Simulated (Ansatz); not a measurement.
**Void in CeO2 (87 atoms): geometry optimisation**

How does void in CeO2 (87 atoms) relax, and what do bonds, charges and levels look like afterwards?

Main program and level: Ansatz 0.2.0; Kohn-Sham DFT, PBE, PAW (set soft_2), plane waves.

This is a report of a sequence of runs, with most program output left out.

### 1. The starting structure

The cell holds 87 atoms: 29 Ce and 58 O. Its edges and angles: a = 10.822 Å, b = 10.822 Å, c = 10.822 Å, α = 90.0°, β = 90.0°, γ = 90.0°. It derives from CeO2 (fluorite-type), repeated 2×2×2. Fluorite-type CeO2 (a = 5.411 Å), 2 x 2 x 2 conventional cells, the 3 Ce, 6 O nearest the centre removed; not relaxed, displaced by a Gaussian of 0.02 Å. Nearest the centre at fractional (0.533, 0.518, 0.506): O23 at 2.65 Å, O3 at 2.72 Å, Ce75 at 3.62 Å, Ce81 at 3.68 Å, Ce66 at 3.74 Å, Ce72 at 3.74 Å, Ce61 at 3.95 Å, Ce44 at 3.96 Å.

What the set-up can't give: The main run has no spin polarisation, so moments on Ce can't form in it, and no Hubbard term. The Brillouin zone is sampled at Γ only, in a cell whose shortest periodic width is 11 Å. No spin–orbit coupling is included, so levels derived from the heavy atoms are approximate.

### 2. Single point at the start

A single point comes first, to see the forces before anything moves.

The input, input.yaml:

```yaml
crystal:
  lattice:
    - [10.822, 0.0, 0.0]
    - [0.0, 10.822, 0.0]
    - [0.0, 0.0, 10.822]
  atoms:
    - { symbol: Ce, position: [0.99853, 0.99892, 0.00189] }
    - { symbol: O, position: [0.12576, 0.12214, 0.12541] }
    - { symbol: O, position: [0.3732, 0.37435, 0.37479] }
    - { symbol: Ce, position: [0.00639, 0.24975, 0.24714] }
    - { symbol: O, position: [0.12955, 0.37459, 0.37666] }
    - { symbol: O, position: [0.37113, 0.12246, 0.12517] }
    - { symbol: Ce, position: [0.2509, 0.99836, 0.2514] }
    - { symbol: O, position: [0.37719, 0.12707, 0.37342] }
[... 75 atom lines left out ...]
    - { symbol: O, position: [0.87465, 0.62453, 0.87582] }
    - { symbol: O, position: [0.62649, 0.87403, 0.62332] }
    - { symbol: O, position: [0.87689, 0.87518, 0.62613] }
    - { symbol: O, position: [0.62234, 0.6263, 0.87567] }
kpoints:
  mp_grid: { grid: [1, 1, 1] }
hamiltonian:
  xc: pbe
scf:
  occupations: { method: gaussian, width: 0.025 }
output:
  forces: true
  stress: true
  populations: true
  dos:
    method: { smearing: { sigma: 0.1 } }
    de: 0.1
    projected: { site_lists: { Ce: [Ce], O: [O] } }
  eigenvalues: true
```

The run is started by

```sh
$ ansatz run input.yaml --threads 4 --pin off --max-ram 8192MiB --backend cpu --events-out ev --progress --plain --runs-dir out
```

Elapsed: 83 s, on 4 threads of Arm Neoverse V2, shared host; peak memory 2.2 GiB; 5.3 min of CPU time.

The run gave:

- free energy: -223739.7089 eV
- free energy per atom: -2571.7208 eV/atom
- SCF cycles: 36
- pressure: 2.1 GPa
- r.m.s. force component: 1.055 eV/Å
- longest force: 4.7 eV/Å
- Fermi energy: 11.04 eV
- levels partly filled by over 2 per cent: 2
- spilling of the projection: 0.002081

The r.m.s. force component of 1.1 eV/Å and the pressure of 2.1 GPa set the starting point.

Neighbours are counted within 2.77 Å (O-Ce).

Length of the force by element and coordination:

```
element  coordination  atoms  mean length of the force (eV/Å)  spread  least  most
     Ce           all     29                             2.33    1.16  0.495  4.70
     Ce             6      5                             4.26   0.261   3.98  4.70
     Ce             7      4                             2.39   0.355   1.92  2.88
     Ce             8     20                             1.83   0.848  0.495  3.08
      O           all     58                             1.13   0.592  0.134  2.30
      O             2      1                             1.27       0   1.27  1.27
      O             3     12                             1.66   0.393  0.710  2.22
      O             4     45                            0.988   0.562  0.134  2.30
```

### 3. Cell and atoms relaxed

Cell and atoms are freed together, to release stress as well as forces.

input.yaml, the sections that differ from step 2:

```yaml
output:
  forces: true
relax:
  f_tol: 0.05
  max_steps: 194
  cell: {}
# crystal, kpoints, hamiltonian, scf: as in step 2
```

Elapsed: 11 min, on 4 threads; peak memory 2.2 GiB.

The steps of the relaxation:

```
step  energy less that of the first step (eV)  largest force component (eV/Å)  pressure (GPa)  volume (Å³)
   1                                   0.0000                          4.4179            2.10      1267.43
   2                                  -7.5248                          1.7302            0.46      1291.51
   3                                  -9.0822                          0.9195            0.63      1310.65
   4                                  -9.6730                          0.2771            0.16      1317.08
   5                                  -9.7639                          0.1583           -0.02      1322.48
   6                                  -9.7682                          0.1933           -0.01      1325.43
   7                                  -9.8082                          0.1936            0.03      1325.91
   8                                  -9.8662                          0.3077           -0.04      1327.12
   9                                  -9.9573                          0.4189           -0.10      1327.62
  10                                 -10.0858                          0.5387           -0.15      1327.26
  11                                 -10.2502                          0.6553           -0.17      1326.04
  12                                 -10.5132                          0.5895            0.03      1322.34
  13                                 -10.7521                          0.5599           -0.12      1321.33
  14                                 -11.0278                          0.5724           -0.05      1318.00
  15                                 -11.2410                          0.3746           -0.02      1316.01
  16                                 -11.3701                          0.1754            0.04      1314.14
  17                                 -11.4096                          0.0228            0.00      1314.13
 18*                                 -11.5888                          0.0235            0.24      1314.13
  19                                 -11.5827                          0.0083            0.00      1316.87
 20*                                 -11.5903                          0.0083            0.00      1316.87
```

Relaxation steps marked * repeat the geometry before them on a plane-wave basis chosen anew for their cell, so energy and pressure can jump there.

```
     cell as run  before   after  change
           a (Å)  10.822  10.955  +1.2 %
           b (Å)  10.822  10.962  +1.3 %
           c (Å)  10.822  10.968  +1.3 %
           α (°)   90.00   89.44  -0.6 %
           β (°)   90.00   90.73  +0.8 %
           γ (°)   90.00   90.22  +0.2 %
volume (Å³/atom)   14.57   15.14  +3.9 %
```

The atoms that moved most (Å, as changes of fractional coordinates times the final cell):

```
atom      dx      dy      dz  length
 O37   2.523   0.137   0.149   2.532
 O83   2.271   0.052  -0.080   2.273
 O27  -0.059  -0.346   0.067   0.358
 O73  -0.205   0.223  -0.183   0.354
 O62  -0.218  -0.084   0.250   0.342
 O57  -0.025   0.319   0.000   0.320
 O35   0.291  -0.119  -0.008   0.314
 O85  -0.250   0.122   0.137   0.310
```

The relaxation changed the energy by -133 meV/atom, and atoms moved by 0.40 Å r.m.s., 2.5 Å at most.

### 4. Local order after relaxation

Bonds before and after, by the cutoffs listed below:

```
pair  bonds before  bonds after  mean before (Å)  mean after (Å)  spread before (Å)  spread after (Å)
O-Ce           218          219            2.343           2.357              0.027             0.088
```

Density 6.29 g/cm³, 15.14 Å³ an atom.

Pair distribution functions g(r), in bins of 0.1 Å:

```
r (Å)  total   O-O   O-Ce  Ce-Ce
 2.05   0.00  0.00   0.00   0.00
 2.15   0.18  0.00   0.40   0.00
 2.25   2.66  0.00   5.99   0.00
 2.35   5.76  0.00  13.00   0.00
 2.45   1.81  0.00   4.08   0.00
 2.55   0.34  0.00   0.77   0.00
 2.65   1.65  3.35   0.36   0.00
 2.75   3.68  8.20   0.08   0.00
 2.85   0.34  0.77   0.00   0.00
 2.95   0.19  0.43   0.00   0.00
 3.05   0.27  0.61   0.00   0.00
 3.15   0.00  0.00   0.00   0.00
 3.25   0.00  0.00   0.00   0.00
 3.35   0.00  0.00   0.00   0.00
 3.45   0.16  0.37   0.00   0.00
 3.55   0.13  0.29   0.00   0.00
 3.65   0.62  1.26   0.00   0.55
 3.75   1.57  2.12   0.00   5.62
 3.85   3.53  4.62   0.00  13.30
 3.95   1.82  2.82   0.00   5.13
 4.05   0.53  0.99   0.00   0.77
 4.15   0.29  0.40   0.00   1.00
 4.25   0.31  0.28   0.38   0.14
 4.35   0.80  0.13   1.67   0.00
 4.45   2.25  0.22   4.83   0.00
 4.55   3.56  0.69   7.32   0.00
 4.65   2.20  1.55   3.40   0.00
 4.75   1.32  1.94   1.03   0.00
 4.85   0.51  0.72   0.42   0.00
 4.95   0.23  0.51   0.00   0.00
 5.05   0.07  0.15   0.00   0.00
 5.15   0.04  0.05   0.00   0.19
 5.25   0.10  0.20   0.00   0.09
 5.35   0.30  0.46   0.00   0.86
 5.45   0.95  1.54   0.00   2.36
 5.55   0.53  0.55   0.00   2.59
 5.65   0.30  0.53   0.12   0.16
 5.75   0.49  0.19   0.85   0.23
 5.85   1.33  0.43   2.56   0.00
 5.95   2.14  1.04   3.78   0.00
 6.05   2.09  2.53   2.17   0.00
 6.15   1.96  3.64   0.76   0.00
 6.25   0.90  1.63   0.40   0.00
 6.35   0.46  0.77   0.25   0.06
```

Bonds by pair of elements; cutoffs follow the first minimum of g(r), held within bounds set by covalent radii, and pairs that aren't listed don't count as bonded:

```
pair A-B  cutoff (Å)  bonds  mean length (Å)  spread (Å)  shortest (Å)  B about A  A about B
    O-Ce        3.02    219             2.36       0.088          2.19       3.78       7.55
```

How many atoms have how many bonded neighbours:

```
element  mean   3   4  6  7   8
     Ce  7.55   0   0  3  7  19
      O  3.78  13  45  0  0   0
```

Bond angles (no mean is given where the spread exceeds 20°):

```
  angle  count  mean (°)  spread (°)
 O-Ce-O    724         -           -
Ce-O-Ce    309       110           5
```

Bond length by coordination (bonds to H left out):

```
element  coordination  atoms  mean bond length (Å)
     Ce             6      3                  2.25
     Ce             7      7                  2.33
     Ce             8     19                  2.38
      O             3     13                  2.28
      O             4     45                  2.37
```

First main peaks of g(r), for some of the pairs, lie near 2.73 Å (O-O), 2.34 Å (O-Ce) and 3.85 Å (Ce-Ce). By these cutoffs 66 % of Ce atoms have 8 and 78 % of O atoms have 4 bonded neighbours. Bonds at O atoms with 3 neighbours average 2.28 Å, against 2.37 Å at those with 4.

### 5. Single point at the relaxed geometry

One more single point at the end of the walk gives the fuller output and checks the residual forces.

The input, input.yaml:

```yaml
crystal:
  lattice:
    - [10.95444, -0.0204, -0.06959]
    - [-0.0204, 10.96138, 0.05341]
    - [-0.06959, 0.05341, 10.96773]
  atoms:
    - { symbol: Ce, position: [0.99074, 0.00035, 0.99952] }
    - { symbol: O, position: [0.11627, 0.12061, 0.12494] }
    - { symbol: O, position: [0.36445, 0.36256, 0.36031] }
    - { symbol: Ce, position: [0.99515, 0.2424, 0.24523] }
    [... 77 atom lines left out ...]
    - { symbol: O, position: [0.61673, 0.87795, 0.87549] }
    - { symbol: O, position: [0.0863, 0.62689, 0.61991] }
    - { symbol: O, position: [0.87815, 0.6368, 0.87221] }
    - { symbol: O, position: [0.60373, 0.88506, 0.63559] }
    - { symbol: O, position: [0.87784, 0.87694, 0.63606] }
    - { symbol: O, position: [0.60476, 0.6371, 0.89019] }
kpoints:
  mp_grid: { grid: [1, 1, 1] }
hamiltonian:
  xc: pbe
scf:
  occupations: { method: gaussian, width: 0.025 }
output:
  forces: true
  stress: true
  populations: intrinsic
  dos:
    method: { smearing: { sigma: 0.1 } }
    de: 0.1
    projected: { site_lists: { Ce: [Ce], O: [O] } }
  eigenvalues: true
  write_density: true
  write_potential: true
  volumetric_format: npy
  elf: true
```

Wall time 51 s (4 threads); peak memory 2.2 GiB; 3.3 min of CPU time.

The program notes that the exchange-correlation potential is rough where the density is thin.

Numbers from this run:

- free energy: -223751.2992 eV
- free energy per atom: -2571.8540 eV/atom
- SCF cycles: 16
- pressure: 0.002104 GPa
- r.m.s. force component: 0.00294 eV/Å
- longest force: 0.01066 eV/Å
- Fermi energy: 10.05 eV
- gap (highest filled to lowest empty level): 1.804 eV

Intrinsic-atomic-orbital charges by element and coordination:

```
element  coordination  atoms  mean charge (e)  spread   least    most
     Ce           all     29            0.926  0.0228    0.87   0.979
     Ce             6      3            0.885  0.0153    0.87   0.906
     Ce             7      7            0.924  0.0257   0.896   0.979
     Ce             8     19            0.933   0.014   0.905   0.957
      O           all     58           -0.463  0.0245  -0.518  -0.415
      O             3     13           -0.455  0.0229  -0.499  -0.415
      O             4     45           -0.465  0.0245  -0.518  -0.429
```

States in the cell by windows of 1 eV, zero at the Fermi level; the larger projections on atomic orbitals stand beside the total:

```
from (eV)  to (eV)  total   Ce f   O p  Ce d
      -14      -13   35.5    0.2   0.8   1.0
      -13      -12    6.0    0.0   0.0   0.0
      -12       -5    0.0    0.0   0.0   0.0
       -5       -4   20.4    0.2  14.0   5.5
       -4       -3  107.2    3.1  76.8  22.4
       -3       -2  104.8    9.4  82.0   7.9
       -2       -1  110.1   14.9  88.0   3.8
       -1        0    5.4    0.7   4.5   0.1
        0        1   62.1   61.0   0.4   0.5
        1        2  334.1  306.4  21.9   2.9
        2        3    9.9    7.5   2.2   0.1
        3        4    2.0    0.1   0.2   0.7
        4        5   16.9    0.2   2.8  11.9
```

Between -26 and -14 eV lie 248 more states.

The stored curve holds about 638 of the 696 electrons; the rest, give or take the few that broadening carries across the Fermi level, lie in deeper levels below its range.

The levels nearest the highest filled one (over half full), pooled over k-points and spins:

```
level less the highest filled one (eV)  occupation
                                -0.146           2
                                -0.106           2
                               -0.0851           2
                               -0.0831           2
                               -0.0583           2
                                     0           2
                                  1.80           0
                                  1.81           0
                                  1.82           0
                                  1.83           0
                                  1.84           0
                                  1.85           0
```

ELF in the ac plane at fractional y = 0.518, through the centre, with atoms of Ce within 0.45 Å of it. It is the smooth field of the valence electrons, not physical close to the nuclei.

Values, 13 rows by 16 columns, each cell a mean:
```
0.71 0.46 0.06 0.03 0.04 0.09 0.28 0.76 0.77 0.41 0.06 0.02 0.01 0.04 0.47 0.72
0.34 0.13 0.13 0.14 0.17 0.13 0.12 0.15 0.17 0.09 0.08 0.02 0.02 0.09 0.11 0.34
0.02 0.06 0.26 0.75 0.76 0.46 0.06 0.02 0.02 0.04 0.03 0.01 0.01 0.05 0.06 0.02
0.04 0.04 0.42 0.77 0.67 0.60 0.06 0.02 0.01 0.01 0.00 0.00 0.00 0.01 0.01 0.01
0.10 0.16 0.11 0.38 0.42 0.14 0.08 0.03 0.01 0.00 0.00 0.00 0.04 0.09 0.05 0.04
0.62 0.26 0.06 0.02 0.02 0.06 0.04 0.01 0.00 0.00 0.00 0.01 0.04 0.05 0.20 0.65
0.69 0.66 0.07 0.06 0.02 0.01 0.01 0.00 0.00 0.00 0.00 0.00 0.01 0.03 0.43 0.81
0.66 0.28 0.27 0.24 0.05 0.02 0.05 0.03 0.00 0.00 0.00 0.02 0.04 0.15 0.23 0.52
0.05 0.09 0.22 0.38 0.48 0.17 0.04 0.03 0.01 0.01 0.11 0.49 0.46 0.24 0.31 0.19
0.02 0.03 0.48 0.77 0.79 0.53 0.05 0.02 0.02 0.04 0.26 0.83 0.58 0.76 0.14 0.06
0.04 0.12 0.30 0.74 0.74 0.27 0.16 0.06 0.03 0.09 0.14 0.69 0.74 0.56 0.11 0.04
0.21 0.17 0.19 0.12 0.10 0.10 0.13 0.37 0.42 0.14 0.09 0.12 0.21 0.14 0.15 0.19
0.76 0.43 0.06 0.03 0.02 0.03 0.43 0.75 0.66 0.63 0.05 0.02 0.02 0.06 0.39 0.76
```
Columns run along a (11.0 Å), rows up along c (11.0 Å). Atoms in or near the plane, at fractional coordinates: Ce at (0.99, 0.98), Ce at (0.24, 0.24), Ce at (0.00, 0.49), Ce at (0.25, 0.75), Ce at (0.50, 0.00), Ce at (0.77, 0.23).

Valence density in the ac plane at fractional y = 0.518, through the centre, with atoms of Ce within 0.45 Å of it. It is the smooth field of the valence electrons, not physical close to the nuclei.

Values in e/Å³, 13 rows by 16 columns, each cell a mean:
```
1.4 0.7 0.1 0.0 0.0 0.1 0.4 1.6 1.6 0.6 0.1 0.0 0.0 0.1 0.7 1.5
0.4 0.2 0.2 0.2 0.2 0.2 0.2 0.2 0.2 0.1 0.1 0.0 0.0 0.1 0.2 0.4
0.0 0.1 0.4 1.5 1.6 0.7 0.1 0.0 0.0 0.0 0.0 0.0 0.0 0.0 0.0 0.0
0.0 0.1 0.5 1.7 1.3 0.9 0.1 0.0 0.0 0.0 0.0 0.0 0.0 0.0 0.0 0.0
0.1 0.1 0.2 0.5 0.5 0.2 0.1 0.0 0.0 0.0 0.0 0.0 0.0 0.0 0.0 0.1
1.2 0.4 0.1 0.0 0.0 0.0 0.0 0.0 0.0 0.0 0.0 0.0 0.0 0.0 0.2 0.9
1.5 1.1 0.1 0.0 0.0 0.0 0.0 0.0 0.0 0.0 0.0 0.0 0.0 0.0 0.4 1.9
1.2 0.4 0.2 0.1 0.0 0.0 0.0 0.0 0.0 0.0 0.0 0.0 0.0 0.1 0.3 1.0
0.1 0.1 0.3 0.6 0.6 0.1 0.0 0.0 0.0 0.0 0.0 0.3 0.6 0.4 0.3 0.1
0.0 0.1 0.6 1.8 1.9 0.6 0.1 0.0 0.0 0.0 0.2 1.7 0.8 1.5 0.2 0.0
0.0 0.1 0.4 1.5 1.5 0.4 0.1 0.1 0.0 0.1 0.2 1.3 1.5 1.1 0.2 0.0
0.2 0.2 0.2 0.1 0.1 0.1 0.2 0.5 0.6 0.2 0.1 0.1 0.2 0.2 0.2 0.2
1.6 0.6 0.1 0.0 0.0 0.1 0.5 1.6 1.2 0.9 0.1 0.0 0.0 0.1 0.5 1.6
```
Columns run along a (11.0 Å), rows up along c (11.0 Å). Atoms in or near the plane, at fractional coordinates: Ce at (0.99, 0.98), Ce at (0.24, 0.24), Ce at (0.00, 0.49), Ce at (0.25, 0.75), Ce at (0.50, 0.00), Ce at (0.77, 0.23).

Mean intrinsic-atomic-orbital charges: Ce +0.93, O -0.46 e. The largest share in the top eV of filled states is O p (80 % of the projected weight), and in the lowest eV of empty states Ce f (93 % of the projected weight).

A closer look about the centre named in the set-up: 13 atoms, nearest first, numbered in the order of the input, with positions taken from that point.

```
atom      x      y      z  distance (Å)  bonds  intrinsic-atomic-orbital charge (e)
 O37  -1.93   1.32   1.47          2.76      3                                -0.48
 O23  -1.75  -1.68   1.42          2.81      3                                -0.46
  O3  -1.83  -1.71  -1.59          2.97      3                                -0.50
Ce81  -0.55   2.66   2.82          3.91      7                                 0.98
Ce66   2.51  -3.07  -0.08          3.97      6                                 0.88
Ce75   2.59  -0.20  -3.00          3.97      6                                 0.87
Ce72  -0.36   2.76  -2.90          4.02      6                                 0.91
Ce61  -0.52  -2.91   2.76          4.05      7                                 0.93
Ce41  -3.12  -0.19   2.67          4.11      8                                 0.94
Ce44  -3.25   2.57   0.13          4.15      7                                 0.90
 O49   3.50  -1.66  -1.57          4.18      4                                -0.48
 O27  -1.79   3.56  -1.35          4.21      4                                -0.50
 O70   1.05   1.22  -3.89          4.21      4                                -0.51
```

The column of bonds counts only the pairs O-Ce within 3.02 Å; other neighbours, such as metal atoms beside each other in a compound, aren't counted, and periodic images can show an atom twice.

### 6. A changed input

A doubtful change is made on purpose, to see how the program answers.

The input, input.yaml:

```yaml
crystal:
  lattice:
    - [10.822, 0.0, 0.0]
    - [0.0, 10.822, 0.0]
    - [0.0, 0.0, 10.822]
  atoms:
    [... the 87 atom lines of step 2 ...]
kpoints:
  mp_grid: { grid: [1, 1, 1] }
hamiltonian:
  xc: pbe
scf:
  occupations: { method: gaussian, width: 0.025 }
  max_iter: 75
output:
  forces: true
basis:
  ecutwfc: "30 meV"
```

The job ended after 0.04 s (4 threads; peak memory 0.12 GiB).

The input was rejected at the start.

The program's message: “Error: inconsistent input (basis.ecutwfc, kpoints): the smallest per-k basis holds n_pw = 1 plane waves (k-point 0, counted from 0 among those solved) but the deck needs at least 349 band(s) per chann …”

The fault in the input: a cutoff in the wrong unit (basis.ecutwfc = "30 meV"). The fix is to take out basis.ecutwfc.

### 7. Results

* energy change in the relaxation: -133.2 meV/atom
* r.m.s. displacement: 0.403 Å
* largest displacement: 2.532 Å
* free energy per atom: -2571.8540 eV/atom
* density: 6.294 g/cm³
* pressure: 0.002104 GPa
* r.m.s. force component: 0.00294 eV/Å
* gap (highest filled to lowest empty level): 1.804 eV
* wall time of the 3 DFT runs: 13 min

Relaxation lowers the energy by 133 meV/atom and moves atoms by 0.40 Å r.m.s.; the r.m.s. force component goes from 1.1 to 0.0029 eV/Å, the pressure goes from 2.1 to 0.0021 GPa. Displacements are taken in the final cell, so they leave out its strain. By the final cutoffs 2 of 218 bonded pairs parted and 3 joined. The cell grew by 3.9 % in volume. From the first step to the last the energy fell by 11.590 eV, across changes of basis, and the largest move was 2.53 Å (O37). The O-Ce bonds go from 2.343 Å (spread 0.027) to 2.357 Å (spread 0.088), and their number from 218 to 219. With the cutoffs above, 66 % of Ce atoms have 8 and 78 % of O atoms have 4 bonded neighbours. Filled and empty levels are parted by 1.80 eV at Γ alone; the mesh holds the band edges only if they fold onto it, so the gap at this level can be narrower or closed.

[Logs are printed without paths, hosts, clocks, repeated set-up lines and the standing remarks that a program may print on its own settings, such as how far it seeks lower states.]

[Hosts, paths, dates, database ids (printed as entryN), source tags and the programs' standing remarks are cut or masked in the printed files.]
